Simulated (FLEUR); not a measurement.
## InSe: equation of state with PBE

The system is InSe.

```
In Se
1.0
     2.00000    1.15470    8.44000
    -2.00000    1.15470    8.44000
     0.00000   -2.30940    8.44000
In Se
2 2
Direct
  0.88860 0.88860 0.88860
  0.00000 0.00000 0.00000
  0.17190 0.17190 0.17190
  0.38350 0.38350 0.38350
```

```json
{
 "Program": "FLEUR MaX-R8.1 (patched build s14)",
 "Task": "equation of state",
 "Functional": "PBE",
 "Potentials or basis": "all-electron",
 "Basis": "FLAPW",
 "Kmax": "3.8 1/bohr",
 "k mesh": "8 × 8 × 8",
 "Occupations": "fermi-dirac, width 0.05 eV",
 "Spin": "no spin polarisation"
}
```

```json
{
 "Equilibrium volume": "30.85 Å³/atom (rough: see the caveat)",
 "Bulk modulus at fixed shape and positions": "45 GPa (rough)"
}
```

Energy against volume, from the lowest point:
```
volume (Å³/atom)  energy (meV/atom)
          27.483              62.22
          28.068              40.60
          28.652              23.98
          29.237              11.98
          29.822               4.21
          30.406               0.00
```

Caveat: the minimum lies outside the volumes run; the plane-wave cutoff is short for the semicore states, which can make moduli rough; the cell was scaled at fixed shape and fractional positions, which overstates the stiffness of a crystal with free parameters, most of all of layers and chains.
